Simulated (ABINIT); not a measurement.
MgS (Niningerite) in ABINIT: the effect of functional

Crystal: MgS (Niningerite).

```
CELL_PARAMETERS angstrom
0.00000 2.60165 2.60165
2.60165 0.00000 2.60165
2.60165 2.60165 0.00000
ATOMIC_POSITIONS crystal
S 0.50000 0.50000 0.50000
Mg 0.00000 0.00000 0.00000
```

Alike in all runs:

- Program: ABINIT 10.8.3 (patched build)
- Task: equation of state
- Potentials or basis: JTH PAW PBE v2.0
- Cutoff: 653 eV
- k mesh: 9 × 9 × 9
- Occupations: fermi-dirac, width 0.05 eV
- Spin: no spin polarisation

```tsv
functional	V0 of scaled cells (Å³/atom)	B0 (GPa)
LDA	16.95	83
PBEsol	17.41	78
RPBE	18.39	70
BLYP	18.55	69
AM05	17.50	76
r2SCAN	?	?
SCAN	17.48	81
revPBE	18.29	70
```

What does the run with functional r2SCAN give?

V0 of scaled cells 17.65 Å³/atom; B0 80 GPa.

Caveats: pressures at fixed basis lie under the slope of the energies; the PAW data sets were made with another functional, which shifts forces and pressure a little.

Runs at the PBE level aren't shown here.
